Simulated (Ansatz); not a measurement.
Crystal: ZrSe2.

```
Zr Se
1.0
     3.79800    0.00000    0.00000
    -1.89900    3.28916    0.00000
     0.00000    0.00000    6.19200
Zr Se
1 2
Direct
  0.00000 0.00000 0.00000
  0.66667 0.33333 0.75000
  0.33333 0.66667 0.25000
```

* Program: Ansatz 0.2.0
* Task: relaxation of cell and atoms
* Functional: BLYP
* Dispersion: D3(BJ)
* Potentials or basis: Ansatz PAW
* Cutoff: 420 eV (not typed: the program's choice for these potentials)
* k mesh: 8 × 8 × 5
* Occupations: fermi-dirac, width 0.05 eV
* Spin: no spin polarisation

At the start: volume 25.78 Å³/atom.

How do energy, volume and symmetry change on relaxing?

It ends after 6 steps and the volume is 24.09 Å³/atom (-6.6 %); space group P-3m1 (No. 164, to 0.05 Å).

Step by step:
```tsv
step	energy change (eV)	largest force (eV/Å)	volume (Å³)
1	0.0000	0.4952	77.35
2	-0.0566	0.0520	74.45
3	-0.0673	0.0605	72.15
4	-0.0676	0.0124	72.33
5	-0.0676	0.0002	72.27
6	-0.0669	0.0000	72.27
```

Final structure:
```xyz
3
Lattice="3.7610 0.0000 0.0000 -1.8805 3.2571 0.0000 0.0000 0.0000 5.8992" Properties=species:S:1:pos:R:3 pbc="T T T"
Zr    0.0000    0.0000    0.0000
Se    1.8805    1.0857    4.3092
Se    0.0000    2.1714    1.5900
```

Caveat: the plane-wave basis is chosen anew once the cell has moved, so the energies of steps on either side of that aren't comparable; the PAW data sets come from PBE, with cores solved anew for the run's functional, which leaves a small shift of forces and pressure.
